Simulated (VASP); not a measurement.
# GaN (strained zincblende): a PBE single-point calculation in VASP

INCAR

```
ISIF = 2
GGA = PE
IBRION = -1
NBANDS = 16
SIGMA = 0.02
ENCUT = 520
NELM = 120
LREAL = .FALSE.
PREC = Accurate
LWAVE = .FALSE.
EDIFF = 1E-7
LASPH = .TRUE.
NSW = 0
LCHARG = .FALSE.
ISMEAR = -1
```

KPOINTS

```
KPOINTS created by Atomic Simulation Environment
0
Gamma
10 10 10
0 0 0
```

KPOINTS_OPT

```
special points
6
Reciprocal
0.0000000000 0.0000000000 0.0000000000 1
-0.5000000000 -0.5000000000 0.0000000000 1
-0.3750000000 -0.3750000000 0.2500000000 1
-0.3750000000 0.0000000000 0.3750000000 1
0.0000000000 0.0000000000 0.5000000000 1
-0.5000000000 -0.2500000000 0.2500000000 1
```

POSCAR

```
Ga N
 1.0000000000000000
     0.0000000000000000    2.1814839649000000    2.1814839649000000
     2.1814839649000000    0.0000000000000000    2.1814839649000000
     2.1814839649000000    2.1814839649000000    0.0000000000000000
 Ga  N
   1   1
Cartesian
  0.0000000000000000  0.0000000000000000  0.0000000000000000
  1.0907419824500000  1.0907419824500000  1.0907419824500000
```

VASP ran with the recommended PBE PAW datasets (18 valence electrons in the cell).

Command

```
mpirun -np 1 vasp_std
```

From OUTCAR

```
k-points           NKPTS =     47   k-points in BZ     NKDIM =     47   number of bands    NBANDS=     16

   NELECT =      18.0000    total number of electrons

   dimension x,y,z NGX =    24 NGY =   24 NGZ =   24
   dimension x,y,z NGXF=    48 NGYF=   48 NGZF=   48

  energy-cutoff  :      520.00
  volume of cell :       20.76
      direct lattice vectors                 reciprocal lattice vectors
     0.000000000  2.181483965  2.181483965    -0.229201776  0.229201776  0.229201776
     2.181483965  0.000000000  2.181483965     0.229201776 -0.229201776  0.229201776
     2.181483965  2.181483965  0.000000000     0.229201776  0.229201776 -0.229201776

 k-points in reciprocal lattice and weights: KPOINTS created by Atomic Simulation Env
   0.00000000  0.00000000  0.00000000       0.001
   0.10000000  0.00000000  0.00000000       0.008
   0.20000000  0.00000000  0.00000000       0.008
   0.30000000  0.00000000  0.00000000       0.008
   0.40000000  0.00000000  0.00000000       0.008
   0.50000000  0.00000000  0.00000000       0.004
   0.10000000  0.10000000  0.00000000       0.006
   0.20000000  0.10000000  0.00000000       0.024
   ...

 E-fermi :   6.8655

 k-point     1 :       0.0000    0.0000    0.0000
  band No.  band energies     occupation
      1     -10.4181      2.00000
      2      -7.1640      2.00000
      3      -7.1640      2.00000
      4      -7.1640      2.00000
      5      -6.7316      2.00000
      6      -6.7316      2.00000
      7       6.4018      2.00000
      8       6.4018      2.00000
      9       6.4018      2.00000
     10       8.7556      0.00000
     11      17.3220      0.00000
     12      17.3220      0.00000
     13      17.3220      0.00000
     14      25.3113      0.00000
     15      26.0058      0.00000
     16      26.0058      0.00000

 k-point     2 :       0.1000    0.0000    0.0000
  band No.  band energies     occupation
      1     -10.2861      2.00000
      2      -7.1461      2.00000
      3      -7.1461      2.00000
      4      -7.1318      2.00000
      5      -6.7336      2.00000
      6      -6.7336      2.00000
      7       5.3301      2.00000
      8       6.2809      2.00000
      9       6.2809      2.00000
     10       9.5468      0.00000
     11      16.8219      0.00000
     12      17.5061      0.00000
     13      17.5061      0.00000
     14      24.6347      0.00000
     15      24.6347      0.00000
     16      24.7426      0.00000

 k-point     3 :       0.2000    0.0000    0.0000
  band No.  band energies     occupation
      1      -9.9414      2.00000
      2      -7.1043      2.00000
      3      -7.1043      2.00000
      4      -6.9865      2.00000
      5      -6.7325      2.00000
      6      -6.7325      2.00000
      7       3.3970      2.00000
      8       5.9838      2.00000
      9       5.9838      2.00000
     10      10.6466      0.00000
     11      16.0181      0.00000
     12      17.7861      0.00000
     13      17.7861      0.00000
     14      23.5856      0.00000
     15      23.8376      0.00000
     16      23.8376      0.00000

 k-point     4 :       0.3000    0.0000    0.0000
  band No.  band energies     occupation
      1      -9.5423      2.00000
      2      -7.0669      2.00000
      3      -7.0669      2.00000
      4      -6.7151      2.00000
      5      -6.7151      2.00000
      6      -6.5979      2.00000
      7       1.3296      2.00000
      8       5.6481      2.00000
      9       5.6481      2.00000
     10      11.3771      0.00000
     11      15.6031      0.00000
     12      17.7082      0.00000
     13      17.7082      0.00000
     14      22.9170      0.00000
     15      24.4479      0.00000
     16      24.4479      0.00000

 k-point     5 :       0.4000    0.0000    0.0000
  band No.  band energies     occupation
      1      -9.2751      2.00000
      2      -7.0506      2.00000
      3      -7.0506      2.00000
      4      -6.6854      2.00000
      5      -6.6854      2.00000
      6      -5.9255      2.00000
      7      -0.4752      2.00000
      8       5.3965      2.00000
      9       5.3965      2.00000
     10      11.6645      0.00000
     11      15.5737      0.00000
     12      17.4144      0.00000
     13      17.4144      0.00000
     14      22.8118      0.00000
     15      26.0789      0.00000
     16      26.0789      0.00000

 k-point     6 :       0.5000    0.0000    0.0000
  band No.  band energies     occupation
      1      -9.1918      2.00000
      2      -7.0477      2.00000
      3      -7.0477      2.00000
      4      -6.6705      2.00000
      5      -6.6705      2.00000
      6      -5.4763      2.00000
      7      -1.3124      2.00000
      8       5.3042      2.00000
      9       5.3042      2.00000
     10      11.7191      0.00000
     11      15.6113      0.00000
     12      17.2746      0.00000
     13      17.2746      0.00000
     14      22.8873      0.00000
     15      27.2768      0.00000
     16      27.2768      0.00000

 k-point     7 :       0.1000    0.1000    0.0000
  band No.  band energies     occupation
      1     -10.2424      2.00000
      2      -7.1411      2.00000
      3      -7.1303      2.00000
      4      -7.1303      2.00000
      5      -6.7462      2.00000
      6      -6.7220      2.00000
      7       5.3808      2.00000
      8       6.0441      2.00000
      9       6.0441      2.00000
     10       9.8007      0.00000
     11      16.4811      0.00000
     12      17.6815      0.00000
     13      17.6815      0.00000
     14      22.3663      0.00000
     15      26.7671      0.00000
     16      26.7716      0.00000

 k-point     8 :       0.2000    0.1000    0.0000
  band No.  band energies     occupation
      1      -9.9693      2.00000
      2      -7.1099      2.00000
      3      -7.0871      2.00000
      4      -7.0348      2.00000
      5      -6.7502      2.00000
      6      -6.7127      2.00000
      7       3.9558      2.00000
      8       5.6645      2.00000
      9       5.8105      2.00000
     10      10.7259      0.00000
     11      15.8071      0.00000
     12      17.7608      0.00000
     13      18.0542      0.00000
     14      21.2805      0.00000
     15      25.8933      0.00000
     16      25.9273      0.00000

 k-point     9 :       0.3000    0.1000    0.0000
  band No.  band energies     occupation
      1      -9.5904      2.00000
      2      -7.0725      2.00000
      3      -7.0441      2.00000
      4      -6.8339      2.00000
      5      -6.6964      2.00000
      6      -6.6352      2.00000
      7       2.0363      2.00000
      8       5.3052      2.00000
      9       5.4482      2.00000
     10      11.5877      0.00000
     11      15.4012      0.00000
     12      17.2927      0.00000
     13      18.1729      0.00000
     14      21.8501      0.00000
     15      25.0188      0.00000
     16      25.9641      0.00000

 k-point    10 :       0.4000    0.1000    0.0000
  band No.  band energies     occupation
      1      -9.2913      2.00000
      2      -7.0515      2.00000
      3      -7.0228      2.00000
      4      -6.7564      2.00000
      5      -6.6747      2.00000
      6      -6.0705      2.00000
      7       0.1720      2.00000
      8       5.0312      2.00000
      9       5.0910      2.00000
     10      12.0940      0.00000
     11      15.1020      0.00000
     12      17.1891      0.00000
     13      17.9397      0.00000
     14      22.9034      0.00000
     15      25.0948      0.00000
     16      27.0331      0.00000

 k-point    11 :       0.5000    0.1000    0.0000
  band No.  band energies     occupation
      1      -9.1619      2.00000
      2      -7.0465      2.00000
      3      -7.0196      2.00000
      4      -6.7108      2.00000
      5      -6.6693      2.00000
      6      -5.4535      2.00000
      7      -1.0537      2.00000
      8       4.7076      2.00000
      9       5.0834      2.00000
     10      12.3041      0.00000
     11      14.8800      0.00000
     12      17.3822      0.00000
     13      17.6773      0.00000
     14      23.5251      0.00000
     15      26.1699      0.00000
     16      27.5201      0.00000

 k-point    12 :      -0.4000    0.1000    0.0000
  band No.  band energies     occupation
      1      -9.1879      2.00000
      2      -7.0451      2.00000
      3      -7.0244      2.00000
      4      -6.6970      2.00000
      5      -6.6942      2.00000
      6      -5.6097      2.00000
      7      -0.7703      2.00000
      8       4.5747      2.00000
      9       5.2805      2.00000
     10      12.3260      0.00000
     11      14.9450      0.00000
     12      17.3213      0.00000
     13      17.6337      0.00000
     14      23.7682      0.00000
     15      25.7094      0.00000
     16      26.9669      0.00000

 ...

  Total        3.6446023      3.6446023      3.6446023      0.0000000      0.0000000     -0.0000000
  in kB      281.2384267    281.2384267    281.2384267      0.0000000      0.0000000     -0.0000000
  external PRESSURE =     281.2384267 kB  Pullay stress =       0.0000000 kB

 POSITION                                       TOTAL-FORCE (eV/Angst)
 -----------------------------------------------------------------------------------
      0.00000      0.00000      0.00000        -0.000000     -0.000000     -0.000000
      1.09074      1.09074      1.09074         0.000000      0.000000      0.000000
 -----------------------------------------------------------------------------------
    total drift:                                0.000002      0.000002      0.000001

  FREE ENERGIE OF THE ION-ELECTRON SYSTEM (eV)
  ---------------------------------------------------
  free  energy   TOTEN  =       -11.9342112075 eV

  energy  without entropy=      -11.9342112075  energy(sigma->0) =      -11.93421121
```

```
gap between bands v and c : 2.35 eV
least direct gap          : 2.35 eV
pressure                  : 28.1 GPa
```

Band v is the last that the valence electrons fill when counted band by band, and c is the next.

The run took about 9.8 s on one core of a shared host (Intel Xeon Platinum 8488C) and held 0.15 GiB at most.
